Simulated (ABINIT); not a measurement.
The system is In.

```
In
1.0
    -1.62547    1.62547    2.47370
     1.62547   -1.62547    2.47370
     1.62547    1.62547   -2.47370
In
1
Direct
  0.00000 0.00000 0.00000
```

```yaml
Program: ABINIT 10.8.3 (patched build)
Task: single point
Functional: PBEsol
Potentials_or_basis: PseudoDojo NC SR PBEsol v0.4.1 standard
Cutoff: 952 eV
k_mesh: 11 × 11 × 11
Occupations: fermi-dirac, width 0.05 eV
Spin: no spin polarisation
```

On this cell: pressure -0.9 GPa; band gap on the k mesh none (metal or under the smearing width).

The same run follows on a disturbed copy (cell strained at random at fixed volume):

```
CELL_PARAMETERS angstrom
-1.64299 1.57678 2.43209
1.65802 -1.63180 2.47812
1.65199 1.64080 -2.46824
ATOMIC_POSITIONS crystal
In 0.99147 0.00315 0.99997
```

Problem. What does the disturbed cell give?

Solution. The energy (extrapolated to zero smearing) moves by +1.5 meV/atom; pressure -0.9 GPa; band gap on the k mesh none (metal or under the smearing width).

Stress tensor (GPa, compression positive):
```
-1.13 -0.01 -0.02
-0.01 -0.14  0.24
-0.02  0.24 -1.38
```
